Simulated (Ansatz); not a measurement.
GdN: the change of energy less free atoms and pressure with volume scale

All results are calculated (Ansatz 0.2.0). Periodic Kohn-Sham DFT of a crystal at fixed atoms, scaled to volume_scale times the given cell; pressure positive in compression, energy less spherical unpolarised free atoms, largest_vzz the field gradient of largest size among the nuclei.

The cell before it is scaled or strained (space group Fm-3m, No. 225):
```
CELL_PARAMETERS angstrom
0.00000 2.49950 2.49950
2.49950 0.00000 2.49950
2.49950 2.49950 0.00000
ATOMIC_POSITIONS crystal
Gd 0.00000 0.00000 0.00000
N 0.50000 0.50000 0.50000
```

Settings of every row: method all-electron LAPW; functional PBE; relativity scalar; k mesh 13x13x13; filling fermi-dirac; smearing width 0.05 eV; basis error target 0.5 meV/atom; nucleus gaussian.

Atom:
| element | start moment (bohr magneton) |
| --- | --- |
| Gd | 7 |
| N | 0 |

Limits: no spin-orbit coupling on heavy atoms; open f shell, the state may not be the lowest; with one magnetic atom in the cell only parallel moments are possible.

| row | volume scale | V (Å³/atom) | energy less free atoms (eV/atom) | pressure (GPa) |
| --- | --- | --- | --- | --- |
| 1 | 0.9405 | 14.686 | -12.7929 | 8.57 |
| 2 | 0.97 | 15.147 | -12.8098 | 3.31 |
| 3 | 1 | 15.616 | -12.8126 | -1.287 |
| 4 | 1.03 | 16.084 | ? | ? |
| 5 | 1.06 | 16.553 | -12.7826 | -8.589 |

Cell moment is 7 bohr magneton in every row.

Question: what energy less free atoms and pressure should row 4 give?

Worked fit of energy less free atoms. Take u = (V_r/V)^(2/3) − 1 with V_r = 15.381 Å³ an atom, which is twice the finite (Eulerian) strain; such expansions in the strain, on which the Birch-Murnaghan equation of state is built, carry the rest volume and the bulk modulus. The shown rows have u = 0.03131, 0.01027, -0.01006, -0.04778. Least squares give energy less free atoms = −12.81288 + 0.1346 × u + 16.078 × u² eV/atom; a straight line predicts inner rows, each left out in turn, worse (root mean square 0.016 against 4.8e-06 eV/atom). All shown rows lie on it to the printed digit. The withheld row has u = -0.02936, so the fit gives −12.81288 + 0.1346 × (-0.02936) + 16.078 × (-0.02936)² = -12.8030 eV/atom.

The calculation gave -12.8029 eV/atom. The fit lies 0.0001 eV/atom (0.33 % of the column's range) below it, one unit of the last digit.

Worked fit of pressure. Take u = (V_r/V)^(2/3) − 1 with V_r = 15.381 Å³ an atom, which is twice the finite (Eulerian) strain; such expansions in the strain, on which the Birch-Murnaghan equation of state is built, carry the rest volume and the bulk modulus. The shown rows have u = 0.03131, 0.01027, -0.01006, -0.04778. Least squares give pressure = 0.9296 + 226.262 × u + 566.24 × u² GPa; a straight line predicts inner rows, each left out in turn, worse (root mean square 0.55 against 0.006 GPa). The rows lie off it by 0.001, -0.003, 0.002, 0.000. The withheld row has u = -0.02936, so the fit gives 0.9296 + 226.262 × (-0.02936) + 566.24 × (-0.02936)² = -5.225 GPa.

The calculation gave -5.224 GPa. The fit lies 0.001 GPa (0.0058 % of the column's range) below it, one unit of the last digit.
